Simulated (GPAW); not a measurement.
## As in GPAW: the effect of strain uniaxial z

As:

```
As
1.0
     1.88080    1.08588    3.37350
    -1.88080    1.08588    3.37350
     0.00000   -2.17176    3.37350
As
2
Direct
  0.22600 0.22600 0.22600
  0.77400 0.77400 0.77400
```

Alike in all runs:

| Property | Result |
| --- | --- |
| Program | GPAW 26.7.0 |
| Task | single point |
| Functional | PBEsol |
| Potentials or basis | PAW data sets generated in the run's folder for this functional |
| Cutoff | 600 eV |
| Basis | pw |
| k mesh | 9 × 9 × 9 |
| Occupations | fermi-dirac, width 0.05 eV |
| Spin | no spin polarisation |
| Maxiter | 150 |

Q: One run gave: pressure 1.1 GPa; largest force 0.52 eV/Å. Which strain uniaxial z did it use?
A. 0.01
B. 0.02
C. -0.01
D. 0.04
E. 0

A: C.

```tsv
strain uniaxial z	pressure (GPa)	largest force (eV/Å)
-0.04	3.2	0.79
-0.02	1.8	0.61
-0.01	1.1	0.52
0	0.5	0.43
0.01	-0.1	0.33
0.02	-0.7	0.23
0.04	-1.7	0.03
```

Caveats: the density grid can change from cell to cell, which puts small steps into energies and stress.
